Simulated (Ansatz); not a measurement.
**NiO2 under changes of volume**

One of the cells (15.832 Å³/atom); the others are scaled copies at fixed shape and fractional positions:

```
CELL_PARAMETERS angstrom
1.40213 0.80952 6.97429
-1.40213 0.80952 6.97429
0.00000 -1.61904 6.97429
ATOMIC_POSITIONS crystal
Ni 0.00000 0.00000 0.00000
O 0.37879 0.37879 0.37879
O 0.62121 0.62121 0.62121
```

The cell comes from a database or a generator and needn't be the stable form of this composition.

* Program: Ansatz 0.2.0
* Functional: PBEsol
* Potentials or basis: Ansatz PAW
* Cutoff: 420 eV (not typed: the program's choice for these potentials)
* k mesh: 11 × 11 × 11
* Occupations: fermi-dirac, width 0.05 eV
* Spin: collinear spin, ferromagnetic start
* Starting moments: [1.0, 0.0, 0.0] μB

```tsv
volume (Å³/atom)	energy over the lowest point (meV/atom)	pressure (GPa)	gap on the mesh (eV)	largest force (eV/Å)
14.882	5.96	4.6	1.36	0.382
15.199	0.07	1.5	1.32	0.062
15.516	0.00	-1.3	1.29	0.232
15.832	?	?	?	?
16.149	14.88	-6.0	1.22	0.749
16.466	28.76	-8.0	1.19	0.977
16.782	46.35	-9.8	1.16	1.186
```

What does the run at 15.832 Å³/atom give?

Energy over the lowest point 5.11 meV/atom; pressure -3.8 GPa; gap on the mesh 1.25 eV; largest force 0.502 eV/Å.

Worked out: A Birch-Murnaghan fit of order 3 (a polynomial in V^(-2/3)) to the other rows has its minimum at 15.36 Å³/atom with B0 = V·E''(V) = 134 GPa and B' = 4.5 at fixed shape and positions, which overstates the stiffness. It gives 5.11 meV/atom at 15.832 Å³/atom, against the run's 5.11, and -dE/dV = -3.8 GPa, against -3.8. A straight line through the other rows of the gap, of slope -1.66 eV per unit of ln V, gives 1.26 eV, against the run's 1.25.

Energies are extrapolated to zero smearing.

Caveats: odd divisions of the mesh miss points on the zone boundary, where band edges often lie, so the gap on the mesh can be too wide; the PAW data sets come from PBE, with cores solved anew for the run's functional, which leaves a small shift of forces and pressure; the starting moments weren't kept; forces of over 1 eV/Å show positions far from the minimum, so gaps and moduli don't describe the material at rest (some runs).

A mesh can miss the band edges.
